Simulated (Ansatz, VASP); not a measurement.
## AlN: VASP beside Ansatz

Contents of INCAR:

```
SYSTEM = AlN
PREC = Accurate
ENCUT = 520
EDIFF = 1E-8
ISMEAR = -1
SIGMA = 0.02
LREAL = .False.
LASPH = .True.
NELM = 100
ALGO = Normal
ISIF = 2
LWAVE = .False.
LCHARG = .False.
GGA = PE
LEFG = .True.
NBANDS = 16
```

KPOINTS

```
Automatic mesh
0
Gamma
  11 11 6
  0 0 0
```

Contents of POSCAR:

```
AlN
1.0
    3.0689564278      0.0000000000      0.0000000000
   -1.5344782139      2.6577942296      0.0000000000
    0.0000000000      0.0000000000      4.9107214824
Al N
2 2
Direct
    0.3333333333      0.6666666667      0.0000000000
    0.6666666667      0.3333333333      0.5000000000
    0.3333333333      0.6666666667      0.3850000000
    0.6666666667      0.3333333333      0.8850000000
```

Input for Ansatz:

```yaml
crystal:
  lattice:
    - [3.0689564278, 0.0, 0.0]
    - [-1.5344782139, 2.6577942296, 0.0]
    - [0.0, 0.0, 4.9107214824]
  atoms:
    - { symbol: Al, position: [0.3333333333, 0.6666666667, 0.0] }
    - { symbol: Al, position: [0.6666666667, 0.3333333333, 0.5] }
    - { symbol: "N", position: [0.3333333333, 0.6666666667, 0.385] }
    - { symbol: "N", position: [0.6666666667, 0.3333333333, 0.885] }
kpoints:
  mp_grid: { grid: [11, 11, 6] }
scf:
  occupations: { method: fermi_dirac, width: 0.02 }
hamiltonian:
  xc: pbe
  pseudopotentials: { kind: all_electron, datasets: crystal }
output:
  forces: true
  stress: true
  eigenvalues: true
  efg: { contact_densities: true }
```

Change from the starting cell: volume scaled by 0.96, crystal datasets.

Alike in both runs: task electric field gradients; functional PBE; k mesh 11 × 11 × 6; occupations fermi-dirac, width 0.02 eV; no spin polarisation.

```csv
,VASP,Ansatz
version,VASP 6.6.1,Ansatz 0.2.0
potentials or method,"VASP PAW PBE potentials, release 64 (Al, N)","all-electron PAW with datasets made for the crystal, scalar-relativistic"
plane-wave cutoff (eV),520,see its input
```

Ansatz gave:

```
gap on the k mesh at the Fermi level (eV)                      : 4.52
pressure (GPa)                                                 : 13.2
largest component of the traceless stress (GPa)                : 1.99
rms of the force components (eV/Å)                             : 0.106
Vzz of the field gradient on the site that differs most (V/Å²) : 0.7
```

Problem. Estimate VASP's values.

Solution. gap on the k mesh at the Fermi level (eV): 4.53; pressure (GPa): 13.0; largest component of the traceless stress (GPa): 1.96; rms of the force components (eV/Å): 0.106; Vzz of the field gradient on the site that differs most (V/Å²): 0.9.

Atom by atom the forces differ by 0.000 eV/Å (rms over components). Ansatz ran all-electron here, so the differences hold the error of VASP's frozen core and of both bases.

Caveats: an odd mesh through Γ misses points on the zone boundary, where band edges often lie.
